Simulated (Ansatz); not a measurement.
Zr under changes of volume

One of the cells (23.719 Å³/atom); the others are scaled copies at fixed shape and fractional positions:

```
Zr
1.0
    -1.81000    1.81000    1.81000
     1.81000   -1.81000    1.81000
     1.81000    1.81000   -1.81000
Zr
1
Direct
  0.00000 0.00000 0.00000
```

This isn't the form of Zr at room conditions, which is hcp.

| Item | Value |
| --- | --- |
| Program | Ansatz 0.2.0 |
| Functional | PBE |
| Potentials or basis | all-electron LAPW, scalar-relativistic |
| Cutoff | 192 eV (chosen from the basis error) |
| Basis error allowed | 0.0005 eV/atom |
| k mesh | 10 × 10 × 10 |
| Occupations | fermi-dirac, width 0.05 eV |
| Spin | no spin polarisation |

| volume (Å³/atom) | energy over the lowest point (meV/atom) | pressure (GPa) |
| --- | --- | --- |
| 22.296 | 1.81 | 1.7 |
| 22.770 | 0.00 | -0.1 |
| 23.245 | 3.36 | -1.8 |
| 23.719 | ? | ? |
| 24.193 | 23.41 | -4.8 |
| 24.668 | 39.51 | -6.1 |
| 25.142 | 59.38 | -7.3 |

Problem. What does the run at 23.719 Å³/atom give?

Solution. Energy over the lowest point 11.28 meV/atom; pressure -3.4 GPa.

Worked out: A Birch-Murnaghan fit of order 3 (a polynomial in V^(-2/3)) to the other rows has its minimum at 22.69 Å³/atom with B0 = V·E''(V) = 82 GPa (rough, since the energies scatter). It gives 11.21 meV/atom at 23.719 Å³/atom, against the run's 11.28, and -dE/dV = -3.4 GPa, against -3.4.

Energies are extrapolated to zero smearing.

The runs don't all hold the same shells in valence.
